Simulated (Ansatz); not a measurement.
# Si3C: what a guessed cell relaxes into, part 1 of 2

The task: take a trial cell of Si3C to zero force and stress.

Program: Ansatz 0.2.0. Level of theory: DFT PBE, scalar-relativistic, plane waves, PAW. These are calculated values, not measurements.

## 1. Starting point

The structure is orthorhombic, space group Cmmm (No. 65). The conventional cell has a = 5.487 Å, b = 7.760 Å, c = 2.743 Å, α = 90.00°, β = 90.00°, γ = 90.00°. Around Si (site symmetry 2/m) lie 8 Si at 2.74 Å and 4 C at 2.74 Å. Around Si (site symmetry mmm) lie 10 Si at 2.74 Å and 2 C at 2.74 Å. C (site symmetry mmm) is surrounded by 2 C at 2.74 Å and 10 Si at 2.74 Å.

Coordinates:

```
Si C
1.0
     2.74344   -3.87980    0.00000
     2.74344    3.87980    0.00000
     0.00000    0.00000    2.74344
Si C
3 1
Cartesian
  1.3717 1.9399 0.0000
  0.0000 0.0000 1.3717
  1.3717 -1.9399 0.0000
  2.7434 0.0000 1.3717
```

The start is an ordering of an alloy on its end members' structure types: elements ordered on the sites of the Rh type, Si/C on Rh (Cmmm, No. 65).

## 2. Probe: one point on a coarse mesh

File input.yaml:

```yaml
crystal:
  lattice:
    - [2.74343561, -3.87980385, 0.0]
    - [2.74343561, 3.87980385, 0.0]
    - [0.0, 0.0, 2.74343561]
  atoms:
    - { symbol: Si, position: [0.0, 0.5, 0.0] }
    - { symbol: Si, position: [0.0, 0.0, 0.5] }
    - { symbol: Si, position: [0.5, 0.0, 0.0] }
    - { symbol: C, position: [0.5, 0.5, 0.5] }
basis:
  ecutwfc: 420
kpoints:
  mp_grid: { grid: [4, 4, 6] }
hamiltonian:
  xc: pbe
scf:
  occupations: { method: gaussian, width: 0.1 }
  lower_state_search: "off"
output:
  forces: true
  stress: true
  eigenvalues: true
```

The run is started by

```console
$ ansatz run input.yaml --threads 1 --pin off --max-ram 2560MiB --backend cpu --events-out ev --progress --plain --runs-dir out
```

Output, shortened:

```text
[...]
SCF converged after 6 iterations
Free energy (F): -2152.047628 eV
[...]
E sigma→0 (E₀):  -2152.042607 eV
Entropy (-TS):   -0.010043 eV (-2.511 meV/atom)
Fermi energy:    8.648812 eV
[...]
--- Forces (eV/Å), atoms counted from 1 ---
  atom   1  Si     0.00000000     0.00000000     0.00000000
  atom   2  Si    -0.00000000     0.00000000     0.00000000
  atom   3  Si    -0.00000000     0.00000000     0.00000000
  atom   4  C      0.00000000     0.00000000     0.00000000
[...]
--- Stress (GPa, compression-positive) ---
      -15.724789       0.000000       0.000000
        0.000000     -13.442077       0.000000
        0.000000       0.000000      -7.138244
  P = ⅓ Tr σ = -12.1017 GPa (-121.017 kbar)
--- Band table (eV; the first three rows and the last of 28) ---
  k-point 0: bands = ["-5.1583", "0.0670", "1.6557", "2.2234", "2.7448", "4.0091", "4.1160", "10.4871", "10.7422", "13.5590", "14.0061", "14.3993", "15.1227", "15.9156", "17.5114", "18.6658"]
[...]
```

Wall time 4 s (1 thread of Intel Xeon at 2.50GHz (Skylake/Cascade Lake), shared host); peak memory 0.33 GiB.

The probe gives pressure -12.1 GPa, largest force 0.00 eV/Å, gap on this mesh none (metal). A guess like this is first relaxed loosely on the coarse mesh.

## 3. Spin check on a coarse mesh

Edit input.yaml of step 2 so:

```diff
@@ -9,3 +9,3 @@
     - { symbol: Si, position: [0.5, 0.0, 0.0] }
-    - { symbol: C, position: [0.5, 0.5, 0.5] }
+    - { symbol: C, position: [0.5, 0.5, 0.5], spin: 1.0 }
 basis:
@@ -23 +23,4 @@
   eigenvalues: true
+  populations: true
+magnetization:
+  spin_polarized: true
```

The run is started by

```console
$ ansatz run input.yaml --threads 1 --pin off --max-ram 2560MiB --backend cpu --events-out ev --progress --plain --runs-dir out
```

Output, shortened:

```text
[...]
SCF converged after 22 iterations
Magnetization: -0.0000 μB (8.0000 up, 8.0000 down)
Absolute magnetization: 0.0000 μB (∫|ρ↑−ρ↓|, with the PAW one-centre terms)
Spin contamination: 0.0000 ħ² per cell (⟨S²⟩ above its minimum at these occupations)
Per-site moments (μB) at R_I (Å): [(-5.667786415759054e-7, 1.131667189125), (2.0541161649329407e-7, 1.131667189125), (-5.667786414849147e-7, 1.131667189125), (7.405427037272081e-7, 1.131667189125)]
Free energy (F): -2152.047628 eV
[...]
E sigma→0 (E₀):  -2152.042607 eV
Entropy (-TS):   -0.010044 eV (-2.511 meV/atom)
Fermi energy:    8.648823 eV
[...]
--- Forces (eV/Å), atoms counted from 1 ---
  atom   1  Si    -0.00000000     0.00000000     0.00000000
  atom   2  Si    -0.00000000     0.00000000     0.00000000
  atom   3  Si     0.00000000    -0.00000000     0.00000000
  atom   4  C     -0.00000000     0.00000000     0.00000000
[...]
--- Stress (GPa, compression-positive) ---
      -15.724652       0.000000       0.000000
        0.000000     -13.442029       0.000000
        0.000000       0.000000      -7.138446
  P = ⅓ Tr σ = -12.1017 GPa (-121.017 kbar)
--- Band table (eV; the first three rows and the last of 56) ---
  k-point 0 ↑: bands = ["-5.1583", "0.0670", "1.6557", "2.2234", "2.7448", "4.0091", "4.1160", "10.4871", "10.7422", "13.5590", "14.0061", "14.3993", "15.1227", "15.9156", "17.5114", "18.6658", "18.8604"]
[...]
--- Löwdin populations: 4 sites ---
  site symbol       q [e]    m [muB]
     0     Si      3.7100    -0.0000
     1     Si      3.7992     0.0000
     2     Si      3.7100    -0.0000
     3      C      4.4893     0.0000
  spilling = 0.018216 (of n_electrons = 16.000000)
```

Run time: 16 s. Hardware: 1 thread of Intel Xeon at 2.50GHz (Skylake/Cascade Lake), shared host; peak memory 0.36 GiB.

Per atom:

```
atom  Löwdin electrons
 Si1              3.71
 Si2              3.80
 Si3              3.71
  C4              4.49
```

The Löwdin counts miss 0.29 of the 16 electrons, which the atomic orbitals do not span, so they are no charges.

The same cell is solved with trial moments on C. The largest site moment that stays is 0.00 μB and the cell's total 0.00 μB. The workflow keeps spin only above 0.25 μB on a site, so the next run goes without spin.

## 4. A loose first relaxation

Edit input.yaml of step 3 so:

```diff
@@ -9,3 +9,3 @@
     - { symbol: Si, position: [0.5, 0.0, 0.0] }
-    - { symbol: C, position: [0.5, 0.5, 0.5], spin: 1.0 }
+    - { symbol: C, position: [0.5, 0.5, 0.5] }
 basis:
@@ -23,4 +23,6 @@
   eigenvalues: true
-  populations: true
-magnetization:
-  spin_polarized: true
+relax:
+  adjacent_minimum: "off"
+  f_tol: 0.04
+  max_steps: 70
+  cell: { stress_tol: 0.4 }
```

The run is started by

```console
$ ansatz run input.yaml --threads 1 --pin off --max-ram 2560MiB --backend cpu --events-out ev --progress --plain --runs-dir out
```

Output:

```text
Warning: RAYON_NUM_THREADS=1 ignored (pool sized by the plan → 1); use --threads N
Engine: ansatz 0.2.0, x86_64-unknown-linux-gnu
Pseudopotentials: kind: paw
Pseudopotential: Si, paw, valence charge 4, recommended cutoff 420 eV (normal), Si.paw.azcp
Pseudopotential: C, paw, valence charge 4, recommended cutoff 420 eV (normal), C.paw.azcp
Functional definition: PBE
  parameter kappa = 0.804
  parameter beta = 0.06672455060314922
  exchange = pbe_x(kappa = kappa, mu = beta*pi^2/3)
  correlation = pbe_c(beta = beta)
Crystal: 4 atoms, lattice volume = 58.402 Å³
Basis set: ecut = 420 eV, 1129 PW (Γ), exchange–correlation on 64×64×40 points (8 copies of the dense FFT grid, shifted against one another)
Bands: 12, of which v1, the nominal top of the filled ones, is band 8 counted from 1 (7 counted from 0)
Symmetry: 8 space group operations
Space group: Cmmm (ITA 65), of the structure as read, at distance tolerance 3.9e-5 Å
k-points: 28 of 96
Non-local potential: Si, projectors of the file, l = 0: 2, l = 1: 2, l = 2: 2
Non-local potential: C, projectors of the file, l = 0: 2, l = 1: 2, l = 2: 1
PAW form: soft (Blöchl's): semilocal exchange-correlation on the pseudo side does not see the compensation charge
PAW one-centre angular grid: Si, 110 points (default); XC on 64 Gauss nodes
PAW one-centre angular grid: C, 110 points (default); XC on 64 Gauss nodes
Initial density: superposition of atomic densities (neutral atoms: chi_scale 0, normalization atom), corrected by the library's trained network
Initial wavefunctions: pseudopotential atomic-orbital guess
Functional: x = pbe(κ = 0.804, μ = 0.2195149727645171), c = pbe(β = 0.06672455060314922)
SCF iter   1: F=—  HF=-2152.049632 eV  |F-HF|=—  |Δ(HF+E_count)|=         —  Δρ=4.69e-3  dr2=1.66e-2  ethr=1.77e-3  ⟨swp⟩=5.3  Hψ=4801  notcnv=0
automatic band count: the SCF goes on with 16 bands, as 12 were too few: the levels above may hold too much charge
preconditioner: auto → none  [metal: Δε(μ)=0.086 eV  Ē_g=9.299 eV  σ=0.100 eV  W_gap=0.45  n_scr=6 (ndim 8)  ℏωp=19.4 eV  f_vac=0.000  D(μ)=2.01/eV (n_scr^D=10)  sad-step TF]
SCF iter   2: F=—  HF=-2152.048731 eV  |F-HF|=—  |Δ(HF+E_count)|=   9.01e-4  Δρ=2.78e-3  dr2=7.46e-3  ethr=1.04e-4  ⟨swp⟩=1.0  Hψ=672  notcnv=0  defer=1
SCF iter   3: F=—  HF=-2152.047615 eV  |F-HF|=—  |Δ(HF+E_count)|=   1.12e-3  Δρ=4.97e-4  dr2=3.08e-4  ethr=4.66e-5  ⟨swp⟩=1.6  Hψ=469  notcnv=0  defer=1
SCF iter   4: F=—  HF=-2152.047583 eV  |F-HF|=—  |Δ(HF+E_count)|=   3.14e-5  Δρ=1.06e-4  dr2=1.01e-5  ethr=1.93e-6  ⟨swp⟩=1.9  Hψ=499  notcnv=0  defer=1
SCF iter   5: F=—  HF=-2152.047628 eV  |F-HF|=—  |Δ(HF+E_count)|=   4.51e-5  Δρ=2.07e-5  dr2=2.65e-7  ethr=6.33e-8  ⟨swp⟩=2.4  Hψ=604  notcnv=0  defer=1
SCF iter   6: F=-2152.047628 eV  HF=-2152.047628 eV  |F-HF|=1.40e-9  |Δ(HF+E_count)|=   6.14e-8  Δρ=4.57e-6  dr2=9.48e-9  ethr=6.25e-10  ⟨swp⟩=7.4  Hψ=2274  notcnv=0
SCF 1 converged in 6 iterations: F = -2152.047628 eV  dr2 = 9.48e-9
relax step   1: F+E_penalty+E_count = -2152.04762847 eV  Δ(F+E_penalty+E_count) = +0.000e0 eV  max|allowed force component| = 9.368e-30 eV/Å  Δτ_max = 0.0000 Å  P = -12.102 GPa  Ω = 58.402 Å³  (6 SCF iters, dr2 threshold 1.00e-7 eV, accepted)
Crystal: 4 atoms, lattice volume = 52.473 Å³
Basis set: ecut = 420 eV, 1033 PW (Γ), exchange–correlation on 64×64×40 points (8 copies of the dense FFT grid, shifted against one another)
Bands: 16, of which v1, the nominal top of the filled ones, is band 8 counted from 1 (7 counted from 0)
Initial density: handed on by an earlier stage of this run
Initial wavefunctions: those handed on with the density
iter 1 solved again at ethr=6.75e-5 eV; its pass at ethr=3.10e-3 eV (dr2=1.08e-2 eV) is discarded
SCF iter   1: F=—  HF=-2152.489803 eV  |F-HF|=—  |Δ(HF+E_count)|=         —  Δρ=4.37e-3  dr2=1.09e-2  ethr=6.75e-5  ⟨swp⟩=1.1  Hψ=3158  notcnv=0
preconditioner: auto → none  [insulator: Δε(μ)=0.187 eV  Ē_g=10.027 eV  σ=0.100 eV  W_gap=0.55  n_scr=6 (ndim 8)  ℏωp=20.5 eV  f_vac=0.000  D(μ)=1.24/eV (n_scr^D=6)  ε∞_Penn≈5.2]
SCF iter   2: F=—  HF=-2152.486108 eV  |F-HF|=—  |Δ(HF+E_count)|=   3.69e-3  Δρ=1.79e-3  dr2=1.49e-3  ethr=6.75e-5  ⟨swp⟩=1.6  Hψ=563  notcnv=0
SCF iter   3: F=—  HF=-2152.485660 eV  |F-HF|=—  |Δ(HF+E_count)|=   4.48e-4  Δρ=3.01e-4  dr2=3.93e-5  ethr=9.33e-6  ⟨swp⟩=2.0  Hψ=661  notcnv=0
SCF iter   4: F=—  HF=-2152.485686 eV  |F-HF|=—  |Δ(HF+E_count)|=   2.63e-5  Δρ=4.09e-5  dr2=5.13e-7  ethr=2.46e-7  ⟨swp⟩=2.0  Hψ=660  notcnv=0
iter 5 did not close the SCF: its close was put off for the readings that it lacked (scf_convergence_deferred on its scf_iter line)
SCF iter   5: F=-2152.485686 eV  HF=-2152.485686 eV  |F-HF|=9.51e-10  |Δ(HF+E_count)|=   3.01e-7  Δρ=4.83e-6  dr2=8.22e-9  ethr=3.20e-9  ⟨swp⟩=2.0  Hψ=677  notcnv=0
SCF iter   6: F=-2152.485686 eV  HF=-2152.485686 eV  |F-HF|=1.65e-10  |Δ(HF+E_count)|=   3.16e-9  Δρ=8.77e-7  dr2=4.02e-10  ethr=5.14e-11  ⟨swp⟩=1.1  Hψ=1302  notcnv=0
SCF 2 converged in 6 iterations: F = -2152.485686 eV  dr2 = 4.02e-10
relax step   2: F+E_penalty+E_count = -2152.48568649 eV  Δ(F+E_penalty+E_count) = -4.381e-1 eV  max|allowed force component| = 9.411e-30 eV/Å  Δτ_max = 0.0000 Å  P = -6.068 GPa  Ω = 52.473 Å³  energy of the carried Pulay correction = +3.353e-3 eV  (6 SCF iters, dr2 threshold 4.00e-7 eV, accepted)
Crystal: 4 atoms, lattice volume = 48.896 Å³
Basis set: ecut = 420 eV, 975 PW (Γ), exchange–correlation on 64×64×40 points (8 copies of the dense FFT grid, shifted against one another)
iter 1 solved again at ethr=2.35e-4 eV; its pass at ethr=3.10e-3 eV (dr2=3.75e-2 eV) is discarded
SCF iter   1: F=—  HF=-2152.679667 eV  |F-HF|=—  |Δ(HF+E_count)|=         —  Δρ=5.48e-3  dr2=3.29e-2  ethr=2.35e-4  ⟨swp⟩=1.3  Hψ=3125  notcnv=0
preconditioner: auto → none  [insulator: Δε(μ)=0.123 eV  Ē_g=10.552 eV  σ=0.100 eV  W_gap=0.61  n_scr=6 (ndim 8)  ℏωp=21.2 eV  f_vac=0.000  D(μ)=0.83/eV (n_scr^D=4)  ε∞_Penn≈5.1]
SCF iter   2: F=—  HF=-2152.671848 eV  |F-HF|=—  |Δ(HF+E_count)|=   7.82e-3  Δρ=1.87e-3  dr2=2.15e-3  ethr=2.06e-4  ⟨swp⟩=1.0  Hψ=448  notcnv=0
SCF iter   3: F=—  HF=-2152.671395 eV  |F-HF|=—  |Δ(HF+E_count)|=   4.54e-4  Δρ=3.77e-4  dr2=3.84e-5  ethr=1.34e-5  ⟨swp⟩=1.9  Hψ=577  notcnv=0
SCF iter   4: F=—  HF=-2152.671405 eV  |F-HF|=—  |Δ(HF+E_count)|=   1.03e-5  Δρ=4.06e-5  dr2=4.73e-7  ethr=2.40e-7  ⟨swp⟩=2.1  Hψ=656  notcnv=0
iter 5 did not close the SCF: its close was put off for the readings that it lacked (scf_convergence_deferred on its scf_iter line)
SCF iter   5: F=-2152.671405 eV  HF=-2152.671405 eV  |F-HF|=6.03e-9  |Δ(HF+E_count)|=   1.52e-7  Δρ=6.95e-6  dr2=1.01e-8  ethr=2.96e-9  ⟨swp⟩=2.1  Hψ=667  notcnv=0
SCF iter   6: F=-2152.671405 eV  HF=-2152.671405 eV  |F-HF|=5.68e-11  |Δ(HF+E_count)|=   6.94e-9  Δρ=6.06e-7  dr2=1.47e-10  ethr=6.30e-11  ⟨swp⟩=1.1  Hψ=1289  notcnv=0
SCF 3 converged in 6 iterations: F = -2152.671405 eV  dr2 = 1.47e-10
relax step   3: F+E_penalty+E_count = -2152.67140507 eV  Δ(F+E_penalty+E_count) = -1.857e-1 eV  max|allowed force component| = 2.367e-30 eV/Å  Δτ_max = 0.0000 Å  P = +1.113 GPa  Ω = 48.896 Å³  energy of the carried Pulay correction = +5.521e-3 eV  (6 SCF iters, dr2 threshold 4.00e-7 eV, accepted)
[... from here on, the SCF cycles and remarks between the steps are left out ...]
relax step   4: F+E_penalty+E_count = -2152.70835481 eV  Δ(F+E_penalty+E_count) = -3.695e-2 eV  max|allowed force component| = 5.916e-31 eV/Å  Δτ_max = 0.0000 Å  P = +2.428 GPa  Ω = 48.141 Å³  energy of the carried Pulay correction = +5.938e-3 eV  (6 SCF iters, dr2 threshold 4.00e-7 eV, accepted)
relax step   5: F+E_penalty+E_count = -2152.87901404 eV  Δ(F+E_penalty+E_count) = -1.707e-1 eV  max|allowed force component| = 1.270e-30 eV/Å  Δτ_max = 0.0000 Å  P = +1.941 GPa  Ω = 48.168 Å³  energy of the carried Pulay correction = +5.837e-3 eV  (6 SCF iters, dr2 threshold 4.00e-7 eV, accepted)
relax step   6: F+E_penalty+E_count = -2152.89242152 eV  Δ(F+E_penalty+E_count) = -1.341e-2 eV  max|allowed force component| = 2.180e-29 eV/Å  Δτ_max = 0.0000 Å  P = +2.052 GPa  Ω = 48.367 Å³  energy of the carried Pulay correction = +5.625e-3 eV  (6 SCF iters, dr2 threshold 4.00e-7 eV, accepted)
relax step   7: F+E_penalty+E_count = -2152.91399388 eV  Δ(F+E_penalty+E_count) = -2.157e-2 eV  max|allowed force component| = 1.091e-30 eV/Å  Δτ_max = 0.0000 Å  P = -0.282 GPa  Ω = 49.335 Å³  energy of the carried Pulay correction = +5.029e-3 eV  (6 SCF iters, dr2 threshold 4.00e-7 eV, accepted)
relax step   8: F+E_penalty+E_count = -2152.91636028 eV  Δ(F+E_penalty+E_count) = -2.366e-3 eV  max|allowed force component| = 8.345e-30 eV/Å  Δτ_max = 0.0000 Å  P = -0.088 GPa  Ω = 49.301 Å³  energy of the carried Pulay correction = +5.051e-3 eV  (6 SCF iters, dr2 threshold 4.00e-7 eV, accepted)
relax step   9: F+E_penalty+E_count = -2152.91742084 eV  Δ(F+E_penalty+E_count) = -1.061e-3 eV  max|allowed force component| = 1.097e-30 eV/Å  Δτ_max = 0.0000 Å  P = +0.001 GPa  Ω = 49.236 Å³  energy of the carried Pulay correction = +5.092e-3 eV  (6 SCF iters, dr2 threshold 4.00e-7 eV, accepted)
relax step  10: F+E_penalty+E_count = -2152.91771539 eV  Δ(F+E_penalty+E_count) = -2.946e-4 eV  max|allowed force component| = 2.290e-29 eV/Å  Δτ_max = 0.0000 Å  P = +0.006 GPa  Ω = 49.237 Å³  energy of the carried Pulay correction = +5.093e-3 eV  (6 SCF iters, dr2 threshold 4.00e-7 eV, accepted)
Basis set: ecut = 420 eV, 985 PW (Γ), exchange–correlation on 60×60×48 points (8 copies of the dense FFT grid, shifted against one another)
Initial wavefunctions: pseudopotential atomic-orbital guess (no wavefunctions were taken with the density)
iter 1 solved again at ethr=2.82e-7 eV; its pass at ethr=3.10e-3 eV (dr2=4.52e-5 eV) is discarded
SCF iter   1: F=—  HF=-2152.920682 eV  |F-HF|=—  |Δ(HF+E_count)|=         —  Δρ=2.93e-4  dr2=4.46e-6  ethr=2.82e-7  ⟨swp⟩=3.0  Hψ=3691  notcnv=0
preconditioner: auto → none  [metal: Δε(μ)=0.027 eV  Ē_g=10.537 eV  σ=0.100 eV  W_gap=0.15  n_scr=8 (ndim 8)  ℏωp=21.2 eV  f_vac=0.000  D(μ)=1.61/eV (n_scr^D=8)]
SCF iter   2: F=—  HF=-2152.920710 eV  |F-HF|=—  |Δ(HF+E_count)|=   2.87e-5  Δρ=1.50e-4  dr2=1.12e-6  ethr=2.79e-8  ⟨swp⟩=2.2  Hψ=651  notcnv=0
SCF iter   3: F=—  HF=-2152.920722 eV  |F-HF|=—  |Δ(HF+E_count)|=   1.21e-5  Δρ=3.89e-6  dr2=3.06e-9  ethr=7.01e-9  ⟨swp⟩=2.0  Hψ=670  notcnv=0
iter 4 did not close the SCF: its close was put off for the readings that it lacked (scf_convergence_deferred on its scf_iter line)
SCF iter   4: F=-2152.920722 eV  HF=-2152.920722 eV  |F-HF|=6.32e-11  |Δ(HF+E_count)|=   4.99e-9  Δρ=6.23e-7  dr2=1.75e-10  ethr=1.91e-11  ⟨swp⟩=2.0  Hψ=652  notcnv=0
iter 5 did not close the SCF: its close was put off for the readings that it lacked (scf_convergence_deferred on its scf_iter line)
SCF iter   5: F=-2152.920722 eV  HF=-2152.920722 eV  |F-HF|=3.18e-12  |Δ(HF+E_count)|=  8.64e-12  Δρ=1.50e-7  dr2=3.33e-12  ethr=1.09e-12  ⟨swp⟩=2.2  Hψ=645  notcnv=0
SCF iter   6: F=-2152.920722 eV  HF=-2152.920722 eV  |F-HF|=0.00e0  |Δ(HF+E_count)|=  3.18e-12  Δρ=1.42e-8  dr2=5.14e-14  ethr=1.00e-12  ⟨swp⟩=1.0  Hψ=1008  notcnv=0
SCF 11 converged in 6 iterations: F = -2152.920722 eV  dr2 = 5.14e-14
relax step  11: F+E_penalty+E_count = -2152.92072243 eV  Δ(F+E_penalty+E_count) = -3.007e-3 eV  max|allowed force component| = 2.179e-29 eV/Å  Δτ_max = 0.0000 Å  P = +0.063 GPa  Ω = 49.237 Å³  stress off target by 2.36e-1 GPa  SCF on the basis re-selected at this cell (its energy is not comparable with the rows above)  (6 SCF iters)
basis re-selected at this cell: Δ(F+E_penalty+E_count) = -3.007e-3 eV, ΔP = +0.057 GPa vs the last step (what re-selecting the basis moved, of the pressure what is left beyond the Pulay correction that the steps carried, after the strain that the cell walked since its last selection, with what the two solves' SCF thresholds leave and, on support functions, any second-order correction that the steps lacked; it is no measure of the basis error at this ecutwfc). The dense FFT grid was sized anew with the basis: this SCF ran on 30×30×24 points, the steps before it on 32×32×20, so part of this shift can come from that change (see relax.cell in the input reference). This SCF's stress stands 2.36e-1 GPa from its target on what of the cell is left free (relax.cell.stress_tol is 4.00e-1 GPa) and its largest allowed force component is 2.18e-29 eV/Å (relax.f_tol is 4.00e-2 eV/Å): within both
SCF converged after 6 iterations
Free energy (F): -2152.920722 eV
Harris-Foulkes:  -2152.920722 eV  (|F-HF|=0.00e0)
Internal energy: -2152.912640 eV  (E = F + TS)
E sigma→0 (E₀):  -2152.916681 eV
Entropy (-TS):   -0.008082 eV (-2.021 meV/atom)
Fermi energy:    10.758458 eV
--- Per-component energies (eV) ---
  E_band       = 77.905308
  E_kinetic    = 204.742282
  E_local      = -55.354377  (includes V_loc(G=0)·N_el)
  E_nonlocal   = 103.917610
  E_hartree    = 18.366467
  E_xc         = -215.106890
  E_vxc        = -201.749555  (∫ρ·V_xc dr)
  E_paw        = -1634.151581  (= ΣΔE_a)
  E_vpaw       = -10.383609  (= ΣTr[D̂ρ^β])
  E_aug_tail   = 0.000024  (compensation charges beyond the density's cutoff)
  E_ewald      = -575.326175
  E_smearing   = -0.008082  (= −TS)
  E_closure    = 0.000000  (closes the sum)
  Σ components = -2152.920722   (vs F -2152.920722, Δ=0.00e0)
--- Forces (eV/Å), atoms counted from 1 ---
  atom   1  Si     0.00000000     0.00000000     0.00000000
  atom   2  Si    -0.00000000     0.00000000     0.00000000
  atom   3  Si     0.00000000    -0.00000000     0.00000000
  atom   4  C     -0.00000000     0.00000000     0.00000000
  max |Σ_I F_I| component: 2.65e-29 eV/Å
--- Stress (GPa, compression-positive) ---
       -0.051187       0.000000      -0.000000
        0.000000       0.005075       0.000000
       -0.000000       0.000000       0.235683
  P = ⅓ Tr σ = 0.0632 GPa (0.632 kbar)
--- Band table (eV; the first three rows and the last of 28) ---
  k-point 0: bands = ["-4.4601", "2.9959", "4.1941", "4.4457", "5.3408", "7.9141", "8.8967", "9.4041", "13.2141", "13.9567", "13.9628", "16.5685", "17.4666", "17.6542", "18.6172", "18.8105"]
  k-point 1: bands = ["-4.0485", "3.1263", "4.5858", "4.8180", "5.7614", "6.0757", "8.2627", "10.4764", "12.1590", "13.4674", "14.0167", "15.1036", "16.1986", "16.4360", "17.0294", "18.3864"]
  k-point 2: bands = ["-2.8290", "1.7996", "4.9417", "5.7419", "5.8744", "7.0111", "9.1329", "9.5107", "10.9048", "11.1047", "11.8243", "12.0060", "14.2537", "15.9394", "16.4103", "19.5114"]
  k-point 27: bands = ["0.8512", "2.5691", "3.2094", "3.3985", "4.3814", "4.6219", "4.7031", "5.7863", "13.2101", "15.0448", "15.7956", "16.7444", "18.3850", "18.6202", "18.9986", "19.8725"]
--- Relaxed structure (10 steps of the walk, 10 accepted, 1 SCFs on fresh bases) ---
  F+E_penalty+E_count = -2152.92072243 eV   max|allowed force component| = 2.179e-29 eV/Å   (the final SCF, on the basis selected at the relaxed cell)
  cell:  # Å, volume = 49.2366 Å³
    - [2.522673831206335, -3.191501849110912, 0.0]
    - [2.522673831206335, 3.191501849110912, 0.0]
    - [0.0, 0.0, 3.057748188952099]
  atoms:
    - { symbol: Si, position: [0.0, 0.5, 0.0] }
    - { symbol: Si, position: [-9.662344679967585e-34, -9.924117480443171e-34, 0.5000000000000001] }
    - { symbol: Si, position: [0.5, 0.0, 0.0] }
    - { symbol: C, position: [0.5, 0.5, 0.5000000000000001] }
```

Run time: 36 s. Hardware: 1 thread of Intel Xeon at 2.50GHz (Skylake/Cascade Lake), shared host; peak memory 0.35 GiB.

The steps of the relaxation:

```csv
step,energy from step 1 (eV/cell),largest force component (eV/Å),pressure (GPa),volume (Å³)
1,0.0000,0.0000,-12.10,58.40
2,-0.4381,0.0000,-6.07,52.47
3,-0.6238,0.0000,1.11,48.90
4,-0.6607,0.0000,2.43,48.14
5,-0.8314,0.0000,1.94,48.17
6,-0.8448,0.0000,2.05,48.37
7,-0.8664,0.0000,-0.28,49.33
8,-0.8687,0.0000,-0.09,49.30
9,-0.8698,0.0000,0.00,49.24
10,-0.8701,0.0000,0.01,49.24
11,-0.8731,0.0000,0.06,49.24
```

Step 1 is the start. Step 11 repeats the geometry before it on a plane-wave basis chosen anew for that cell, so its energy need not be comparable with the rows above.

Lengths and angles in the start's conventional setting:

|  | before | after | change |
| --- | --- | --- | --- |
| a (Å) | 5.487 | 5.045 | -8.0 % |
| b (Å) | 7.760 | 6.383 | -17.7 % |
| c (Å) | 2.743 | 3.058 | +11.5 % |
| volume (Å³/atom) | 14.60 | 12.31 | -15.7 % |
| shortest distance (Å) | 2.743 | 2.523 | -8.0 % |
| space group (0.01 Å) | Cmmm | Cmmm | same |

Forces and stress were held to the start's 8 operations: a distortion of lower symmetry was not tested.

(Continued in part 2 of 2.)
